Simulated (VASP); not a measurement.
In HfO2 (fluorite type) the Hf atom of the primitive cell, with all its periodic images, is moved by 0.06 Å along [111].

```
Hf O
1.0
     0.00000    2.53500    2.53500
     2.53500    0.00000    2.53500
     2.53500    2.53500    0.00000
Hf O
1 2
Direct
  0.00683 0.00683 0.00683
  0.25000 0.25000 0.25000
  0.75000 0.75000 0.75000
```

These are results of VASP 6.6.1, PBE, plane waves, standard recommended PAW potentials, not measurements.

Cutoff 1300 eV; orbitals from an earlier step on the same cell; potentials Hf_pv O; PREC = Normal; k-mesh 4×4×4 Γ-centred; Fermi–Dirac smearing of 0.05 eV; no spin polarisation; no spin–orbit coupling.

(1) What force results?

## Answers

(1) The force on it along the displacement is -0.3170 eV/Å, a force constant of 5.28 eV/Å².

```tsv
atom	Fx (eV/Å)	Fy (eV/Å)	Fz (eV/Å)
Hf1	-0.1830	-0.1830	-0.1830
O2	0.1188	0.1188	0.1188
O3	0.0641	0.0641	0.0641
```

This cubic structure is a model: it isn't the usual form of the substance at ambient conditions, and such phases are metastable or hypothetical.
